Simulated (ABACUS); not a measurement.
Runs of ABACUS 3.10.1 on Ge. It takes space group Fd-3m (No. 227, cubic). Conventional cell: a = 5.658 Å, b = 5.658 Å, c = 5.658 Å, α = 90.00°, β = 90.00°, γ = 90.00°. Ge (site symmetry -43m) is surrounded by 4 Ge at 2.45 Å. 

```tsv
task	level	potentials or basis	cell	k mesh	cutoff (eV)	orbital files	path	points for each segment of the path	SCF threshold on the density	eigensolver	mesh quality	gap on the mesh (eV)	pressure (GPa)	relaxed volume (Å³/atom)
relaxation of cell and atoms	TASK	SG15 ONCV 1.2 PBE, plane waves	relaxed	5 × 5 × 5	1238	-	-	-	1e-08	dav	coarse	none	0.0	126.87
relaxation of cell and atoms	r2SCAN	SG15 ONCV 1.2 PBE, plane waves	relaxed	5 × 5 × 5	1238	-	-	-	1e-08	dav	coarse	none	-0.1	(a)
single point	r2SCAN	SG15 ONCV 1.2 PBE, plane waves	as given	5 × 5 × 5	1238	-	-	-	1e-08	dav	coarse	none	-1.1	-
single point	TASK	SG15 ONCV 1.2 PBE, plane waves	as given	5 × 5 × 5	1238	-	-	-	1e-08	dav	coarse	none	332.2	-
```

Alike in all rows: no spin polarisation; smearing fermi-dirac 0.05 eV.

**Question.** Estimate the missing entries.

**Answer.** (a) 22.23.

Caveats: all runs use coarse meshes; the potentials were made for another functional, which shifts forces and pressure; this crystal is a semiconductor, whose small gap the functional closes, so the metal is an error of the method (some runs); the volume moved by over 15 % at a fixed basis, so the end points are rough (some runs); the volume moved by +460 % from the deposited cell, more than functionals usually miss (some runs); a pressure of tens of GPa on the cell as given is suspect, and the run, the potentials or the cell itself is likely at fault (some runs).

A k mesh can miss the band edges, and the runs leave out spin-orbit coupling on Ge.

A gap of «none» marks a metal or a gap under the smearing width.

Runs at the PBE level aren't shown here.
